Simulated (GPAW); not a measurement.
Runs of GPAW 26.7.0 on GaN. Symmetry: F-43m, No. 216, cubic system. The conventional cell has a = 4.507 Å, b = 4.507 Å, c = 4.507 Å, α = 90.00°, β = 90.00°, γ = 90.00°. Ga (site symmetry -43m) is surrounded by 4 N at 1.95 Å. Around N (site symmetry -43m) lie 4 Ga at 1.95 Å. The cell is a database's computed one.

| task | level | potentials or basis | spin | k mesh | cutoff (eV) | smearing | eigensolver | maxiter | convergence | band path | band points | gap on the mesh (eV) | pressure (GPa) |
| --- | --- | --- | --- | --- | --- | --- | --- | --- | --- | --- | --- | --- | --- |
| single point | LDA | the program's PAW data sets (release 1.2.1) made for this functional, pw | off | 8 × 8 × 8 | 600 | fermi-dirac 0.05 eV | - | 120 | default | - | - | 1.84 | -5.1 |
| band structure | r2SCAN | GPAW PAW data sets (gpaw-data 1.2.1), pw | SOC, no magnetisation | 10 × 10 × 10 | 800 | fermi-dirac 0.05 eV | - | 150 | - | GXWKGLUWLK,UX | 60 | (a) | (b) |
| band structure | M06-L | GPAW PAW data sets (gpaw-data 1.2.1), pw | SOC, no magnetisation | 10 × 10 × 10 | 800 | fermi-dirac 0.05 eV | - | 150 | - | GXWKGLUWLK,UX | 80 | 1.90 | 13.7 |
| single point | PBE0 | GPAW PAW data sets (gpaw-data 1.2.1), pw | off | 8 × 8 × 8 | 600 | fermi-dirac 0.05 eV | - | 60 | - | - | - | 3.69 | - |
| dielectric tensor | LDA | the program's PAW data sets (release 1.2.1) made for this functional, pw | off | 8 × 8 × 8 | 600 | fermi-dirac 0.001 eV | - | 150 | - | - | - | 1.84 | - |
| band structure | BP86 | PAW data sets generated in the run's folder for this functional, pw | SOC, no magnetisation | 10 × 10 × 10 | 800 | fermi-dirac 0.05 eV | - | 150 | - | GXWKGLUWLK,UX | 60 | 1.84 | 12.2 |

Alike in all rows: cell as given.

Problem. Fill in the values left out.

Solution. (a) 2.29; (b) 4.5.

Caveats: spin-orbit coupling was added after a scalar SCF, so levels and gaps hold it while energy, forces, pressure and moments don't (some runs); this program's spin-orbit splittings come out too wide for heavy elements (some runs); the PAW data sets were made with another functional, which shifts forces and pressure a little (some runs); the cutoff is short for stress and forces, so pressures can be off by a GPa or more (some runs); the long-wavelength limit can be off by a per cent or two (some runs).

A k mesh can miss the band edges, and rows without SOC leave out spin-orbit coupling on Ga.

Runs at the PBE level aren't shown here.
